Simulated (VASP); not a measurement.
# InP in VASP: one cell, several levels of theory

Aim: gap, levels, forces and stress of zincblende InP, under -3.0 % equal strain in all directions at fixed geometry. Runs: PBE, r2SCAN.

Code: VASP 6.6.1. PAW datasets, plane waves. Calculated at 0 K for a non-magnetic cell.

## Step 1: The system as given

The cell comes from an earlier relaxation with r2SCAN in another program.

It is cubic, F-43m (No. 216); conventional cell a = 5.730 Å, 23.52 Å³ an atom. Near In stand 4 P at 2.48 Å; near P stand 4 In at 2.48 Å.

Structure file:

```
CELL_PARAMETERS angstrom
0.00000 2.86517 2.86517
2.86517 0.00000 2.86517
2.86517 2.86517 0.00000
ATOMIC_POSITIONS crystal
In 0.00000 0.00000 0.00000
P 0.25000 0.25000 0.25000
```

## Step 2: Single point with PBE

INCAR

```
ENCUT = 520.000000
SIGMA = 0.020000
EDIFF = 1.00e-07
GGA = PE
PREC = Accurate
IBRION = -1
ISIF = 2
ISMEAR = -1
NBANDS = 16
NELM = 120
NSW = 0
LASPH = .TRUE.
LCHARG = .TRUE.
LELF = .TRUE.
LWAVE = .FALSE.
LREAL = .FALSE.
```

KPOINTS

```
KPOINTS created by Atomic Simulation Environment
0
Gamma
8 8 8
0 0 0
```

KPOINTS_OPT

```
special points
6
Reciprocal
0.0000000000 0.0000000000 0.0000000000 1
-0.5000000000 -0.5000000000 0.0000000000 1
-0.3750000000 -0.3750000000 0.2500000000 1
-0.3750000000 0.0000000000 0.3750000000 1
0.0000000000 0.0000000000 0.5000000000 1
-0.5000000000 -0.2500000000 0.2500000000 1
```

POSCAR

```
In P
 1.0000000000000000
     0.0000000000000000    2.8651740058000001    2.8651740058000001
     2.8651740058000001    0.0000000000000000    2.8651740058000001
     2.8651740058000001    2.8651740058000001    0.0000000000000000
 In  P
   1   1
Cartesian
  0.0000000000000000  0.0000000000000000  0.0000000000000000
  1.4325870029000001  1.4325870029000001  1.4325870029000001
```

The run uses the recommended PBE PAW datasets (18 valence electrons a neutral cell).

On the command line:

```
$ mpirun -np 1 vasp_std
```

## Step 3: r2SCAN at this geometry

INCAR

```
ENCUT = 520.000000
SIGMA = 0.010000
EDIFF = 1.00e-07
ALGO = Normal
METAGGA = R2SCAN
PREC = Accurate
IBRION = -1
ISIF = 2
ISMEAR = 0
NBANDS = 16
NELM = 120
NSW = 0
LASPH = .TRUE.
LCHARG = .FALSE.
LWAVE = .FALSE.
LREAL = .FALSE.
```

KPOINTS is that of step 2.

KPOINTS_OPT is that of step 2.

POSCAR is that of step 2.

What does the calculation give? Wanted: for each run, gap; pressure.

**Answer**, as computed:

```
 level  gap (eV)  pressure (GPa)
   PBE      1.08            9.11
r2SCAN      1.56            7.48
```

What this shows: The gap spans 1.08 eV (PBE) to 1.56 eV (r2SCAN). Spin-orbit coupling is left out, though the cell holds In (Z = 49); in an element this heavy it can shift bands and gaps by tenths of an eV. The pressure is highest with PBE (9.1 GPa) and lowest with r2SCAN (7.5 GPa), which orders the cells that they would relax to.
